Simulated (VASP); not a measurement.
Write the native input for VASP 6.6.1 that does the following.

- Task: relaxation of cell and atoms
- Functional: PBEsol
- Potentials or basis: VASP PAW PBE potentials, release 64 (Li, S)
- Cutoff: 580 eV
- k mesh: 8 × 8 × 8
- Occupations: gaussian, width 0.02 eV
- Spin: no spin polarisation
- Further INCAR settings: ALGO = Fast; EDIFF = 1e-07; IBRION = 2; EDIFFG = -0.005; NSW = 90; ISIF = 3

The structure of Li2S lies in POSCAR:

```
Li2S
1.0
    0.0000000000      2.8351678400      2.8351678400
    2.8351678400      0.0000000000      2.8351678400
    2.8351678400      2.8351678400      0.0000000000
Li S
2 1
Direct
    0.7500000000      0.7500000000      0.7500000000
    0.2500000000      0.2500000000      0.2500000000
    0.0000000000      0.0000000000      0.0000000000
```

The cell comes from a database or a generator and needn't be the stable form of this composition.

These files were run (other wordings do the same):

INCAR

```
  ALGO = Fast
  EDIFF = 1E-7
  EDIFFG = -0.005
  ENCUT = 580
  GGA = PS
  IBRION = 2
  ISIF = 3
  ISMEAR = 0
  LASPH = True
  LCHARG = False
  LREAL = False
  LWAVE = False
  NELM = 100
  NSW = 90
  PREC = Accurate
  SIGMA = 0.02
```

KPOINTS

```
k-points
0
Gamma
  8 8 8
```

Potentials or basis: VASP PAW PBE potentials, release 64 (Li, S).

Run with:

```sh
$ cat potpaw_PBE.64/Li/POTCAR potpaw_PBE.64/S/POTCAR > POTCAR
$ mpirun -np 1 vasp_std > vasp.out
```

It gave:

```json
{
 "Pressure after relaxing": "0.0 GPa",
 "Band gap on the k mesh": "3.22 eV, indirect (least direct gap 4.18 eV)"
}
```

Caveat: the relaxation stopped at its first step, so nothing moved; the PAW data sets were made with another functional, which shifts forces and pressure a little.

It took 8.8 s on 1 thread of Intel(R) Xeon(R) Platinum 8559C (Emerald Rapids), with other jobs on the host, peak memory 0.16 GiB.
